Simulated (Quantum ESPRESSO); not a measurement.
Set up this calculation in Quantum ESPRESSO 7.5, as the native input.

- Task: band structure
- Functional: PBE
- Potentials or basis: GBRV 1.5 PBE
- Cutoff: 612 eV
- Density cutoff: 4898 eV
- k mesh: 8 × 8 × 2
- Occupations: fermi-dirac, width 0.05 eV
- Spin: no spin polarisation
- Mixing beta: 0.5
- Most SCF iterations: 120
- SCF threshold: 2.4e-09 Ry

ZnS (Wurtzite-6H):

```xyz
12
Lattice="3.8120 0.0000 0.0000 -1.9060 3.3013 0.0000 0.0000 0.0000 18.6900" Properties=species:S:1:pos:R:3 pbc="T T T"
Zn    0.0000    2.2009   15.5749
Zn    1.9060    1.1004    6.2299
Zn    1.9060    1.1004   12.4601
Zn    0.0000    2.2009    3.1151
Zn    0.0000    0.0000    9.3450
Zn    0.0000    0.0000    0.0000
S     0.0000    2.2009   17.9112
S     1.9060    1.1004    8.5662
S     1.9060    1.1004   14.7963
S     0.0000    2.2009    5.4513
S     0.0000    0.0000   11.6812
S     0.0000    0.0000    2.3362
```

One way to write it, as run:

pw.in

```
&CONTROL
  calculation = 'scf'
  prefix = 'pwscf'
  outdir = './tmp'
  pseudo_dir = './pseudo'
  tprnfor = .true.
  tstress = .true.
  disk_io = 'low'
/
&SYSTEM
  ibrav = 0
  nat = 12
  ntyp = 2
  ecutwfc = 45
  ecutrho = 360
  nbnd = 98
  occupations = 'smearing'
  smearing = 'fd'
  degauss = 0.00367493
/
&ELECTRONS
  conv_thr = 2.4d-09
  electron_maxstep = 120
  mixing_beta = 0.5
/
ATOMIC_SPECIES
Zn    65.3800 zn_pbe_v1.uspp.F.UPF
S     32.0600 s_pbe_v1.4.uspp.F.UPF
CELL_PARAMETERS angstrom
   3.8120000000    0.0000000000    0.0000000000
  -1.9060000000    3.3012888392    0.0000000000
   0.0000000000    0.0000000000   18.6899900000
ATOMIC_POSITIONS crystal
Zn     0.3333333333    0.6666666667    0.8333300000
Zn     0.6666666667    0.3333333333    0.3333300000
Zn     0.6666666667    0.3333333333    0.6666700000
Zn     0.3333333333    0.6666666667    0.1666700000
Zn     0.0000000000    0.0000000000    0.5000000000
Zn     0.0000000000    0.0000000000    0.0000000000
S      0.3333333333    0.6666666667    0.9583300000
S      0.6666666667    0.3333333333    0.4583300000
S      0.6666666667    0.3333333333    0.7916700000
S      0.3333333333    0.6666666667    0.2916700000
S      0.0000000000    0.0000000000    0.6250000000
S      0.0000000000    0.0000000000    0.1250000000
K_POINTS automatic
8 8 2 0 0 0
```

bands.in

```
&CONTROL
  calculation = 'bands'
  prefix = 'pwscf'
  outdir = './tmp'
  pseudo_dir = './pseudo'
  disk_io = 'low'
  verbosity = 'high'
/
&SYSTEM
  ibrav = 0
  nat = 12
  ntyp = 2
  ecutwfc = 45
  ecutrho = 360
  nbnd = 98
  occupations = 'smearing'
  smearing = 'fd'
  degauss = 0.00367493
/
&ELECTRONS
  conv_thr = 1d-08
  electron_maxstep = 120
  mixing_beta = 0.5
  diago_full_acc = .true.
/
ATOMIC_SPECIES
Zn    65.3800 zn_pbe_v1.uspp.F.UPF
S     32.0600 s_pbe_v1.4.uspp.F.UPF
CELL_PARAMETERS angstrom
   3.8120000000    0.0000000000    0.0000000000
  -1.9060000000    3.3012888392    0.0000000000
   0.0000000000    0.0000000000   18.6899900000
ATOMIC_POSITIONS crystal
Zn     0.3333333333    0.6666666667    0.8333300000
Zn     0.6666666667    0.3333333333    0.3333300000
Zn     0.6666666667    0.3333333333    0.6666700000
Zn     0.3333333333    0.6666666667    0.1666700000
Zn     0.0000000000    0.0000000000    0.5000000000
Zn     0.0000000000    0.0000000000    0.0000000000
S      0.3333333333    0.6666666667    0.9583300000
S      0.6666666667    0.3333333333    0.4583300000
S      0.6666666667    0.3333333333    0.7916700000
S      0.3333333333    0.6666666667    0.2916700000
S      0.0000000000    0.0000000000    0.6250000000
S      0.0000000000    0.0000000000    0.1250000000
K_POINTS crystal
60
 0.0000000000  0.0000000000  0.0000000000 1
 0.0555555556  0.0000000000  0.0000000000 1
 0.1111111111  0.0000000000  0.0000000000 1
 0.1666666667  0.0000000000  0.0000000000 1
 0.2222222222  0.0000000000  0.0000000000 1
 0.2777777778  0.0000000000  0.0000000000 1
 0.3333333333  0.0000000000  0.0000000000 1
 0.3888888889  0.0000000000  0.0000000000 1
 0.4444444444  0.0000000000  0.0000000000 1
 0.5000000000  0.0000000000  0.0000000000 1
 0.4666666667  0.0666666667  0.0000000000 1
 0.4333333333  0.1333333333  0.0000000000 1
 0.4000000000  0.2000000000  0.0000000000 1
 0.3666666667  0.2666666667  0.0000000000 1
 0.3333333333  0.3333333333  0.0000000000 1
 0.3030303030  0.3030303030  0.0000000000 1
 0.2727272727  0.2727272727  0.0000000000 1
 0.2424242424  0.2424242424  0.0000000000 1
 0.2121212121  0.2121212121  0.0000000000 1
 0.1818181818  0.1818181818  0.0000000000 1
 0.1515151515  0.1515151515  0.0000000000 1
 0.1212121212  0.1212121212  0.0000000000 1
 0.0909090909  0.0909090909  0.0000000000 1
 0.0606060606  0.0606060606  0.0000000000 1
 0.0303030303  0.0303030303  0.0000000000 1
 0.0000000000  0.0000000000  0.0000000000 1
 0.0000000000  0.0000000000  0.5000000000 1
 0.0500000000  0.0000000000  0.5000000000 1
 0.1000000000  0.0000000000  0.5000000000 1
 0.1500000000  0.0000000000  0.5000000000 1
 0.2000000000  0.0000000000  0.5000000000 1
 0.2500000000  0.0000000000  0.5000000000 1
 0.3000000000  0.0000000000  0.5000000000 1
 0.3500000000  0.0000000000  0.5000000000 1
 0.4000000000  0.0000000000  0.5000000000 1
 0.4500000000  0.0000000000  0.5000000000 1
 0.5000000000  0.0000000000  0.5000000000 1
 0.4722222222  0.0555555556  0.5000000000 1
 0.4444444444  0.1111111111  0.5000000000 1
 0.4166666667  0.1666666667  0.5000000000 1
 0.3888888889  0.2222222222  0.5000000000 1
 0.3611111111  0.2777777778  0.5000000000 1
 0.3333333333  0.3333333333  0.5000000000 1
 0.3076923077  0.3076923077  0.5000000000 1
 0.2820512821  0.2820512821  0.5000000000 1
 0.2564102564  0.2564102564  0.5000000000 1
 0.2307692308  0.2307692308  0.5000000000 1
 0.2051282051  0.2051282051  0.5000000000 1
 0.1794871795  0.1794871795  0.5000000000 1
 0.1538461538  0.1538461538  0.5000000000 1
 0.1282051282  0.1282051282  0.5000000000 1
 0.1025641026  0.1025641026  0.5000000000 1
 0.0769230769  0.0769230769  0.5000000000 1
 0.0512820513  0.0512820513  0.5000000000 1
 0.0256410256  0.0256410256  0.5000000000 1
 0.0000000000  0.0000000000  0.5000000000 1
 0.5000000000  0.0000000000  0.5000000000 1
 0.5000000000  0.0000000000  0.0000000000 1
 0.3333333333  0.3333333333  0.0000000000 1
 0.3333333333  0.3333333333  0.5000000000 1
```

Potentials or basis: GBRV 1.5 PBE.

Run with:

```bash
$ OMP_NUM_THREADS=1 mpirun -n 2 pw.x -nk 2 -in pw.in > pw.out
$ OMP_NUM_THREADS=1 mpirun -n 2 pw.x -nk 2 -in bands.in > bands.out
```

Results of the run:

```
Pressure                : 1.9 GPa
Largest force           : 0.029 eV/Å
Band gap on the k mesh  : 2.16 eV, direct
Band gap along the path : 2.16 eV, direct
```

Caveat: the cell's inner coordinates are idealised or old, which leaves forces on the atoms.

It took 17 min on 2 MPI ranks on Arm Neoverse V1 (shared host), peak memory 1.1 GiB a rank.
